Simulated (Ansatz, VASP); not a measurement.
Pb in VASP and in Ansatz

INCAR

```
SYSTEM = Pb
PREC = Accurate
ENCUT = 520
EDIFF = 1E-6
ISMEAR = -1
SIGMA = 0.05
LREAL = .False.
LASPH = .True.
NELM = 100
ALGO = Normal
ISIF = 2
LWAVE = .False.
LCHARG = .False.
GGA = PE
NBANDS = 21
```

KPOINTS

```
regular mesh
0
Gamma
  8 8 8
  0 0 0
```

POSCAR

```
Pb
1.0
    0.0000000000      3.4274982972      3.4274982972
    3.4274982972      0.0000000000      3.4274982972
    3.4274982972      3.4274982972      0.0000000000
Pb
2
Direct
    0.0000000000      0.0000000000      0.0000000000
    0.2500000000      0.2500000000      0.2500000000
```

Input for Ansatz:

```yaml
crystal:
  lattice:
    - [0.0, 3.4274982972, 3.4274982972]
    - [3.4274982972, 0.0, 3.4274982972]
    - [3.4274982972, 3.4274982972, 0.0]
  atoms:
    - { symbol: Pb, position: [0.0, 0.0, 0.0] }
    - { symbol: Pb, position: [0.25, 0.25, 0.25] }
kpoints:
  mp_grid: { grid: [8, 8, 8] }
  band_path:
    path:
      - [0.0, 0.0, 0.0]
      - [0.5, 0.0, 0.5]
      - [0.625, 0.25, 0.625]
      - [0.375, 0.375, 0.75]
      - [0.0, 0.0, 0.0]
      - [0.5, 0.5, 0.5]
      - [0.5, 0.25, 0.75]
      - [0.5, 0.0, 0.5]
    npoints: 5
scf:
  occupations: { method: fermi_dirac, width: 0.05 }
hamiltonian:
  xc: pbe
  pseudopotentials: { kind: all_electron, lapw: { basis_error: 0.00025 } }
output:
  forces: true
  stress: true
  eigenvalues: true
```

Change from the starting cell: volume scaled by 0.99.

Alike in both runs: task single point; functional PBE; k mesh 8 × 8 × 8; occupations fermi-dirac, width 0.05 eV; no spin polarisation.

|  | VASP | Ansatz |
| --- | --- | --- |
| version | VASP 6.6.1 | Ansatz 0.2.0 |
| potentials or method | VASP PAW PBE potentials, release 64 (Pb_d) | all-electron LAPW, scalar-relativistic |
| plane-wave cutoff (eV) | 520 | see its input |

|  | VASP | Ansatz | Ansatz less VASP |
| --- | --- | --- | --- |
| pressure (GPa) | 2.7 | 2.7 | +0.06 |

Ansatz ran all-electron here, so the differences hold the error of VASP's frozen core and of both bases.

Spin-orbit coupling is left out, which matters for the levels of Pb.
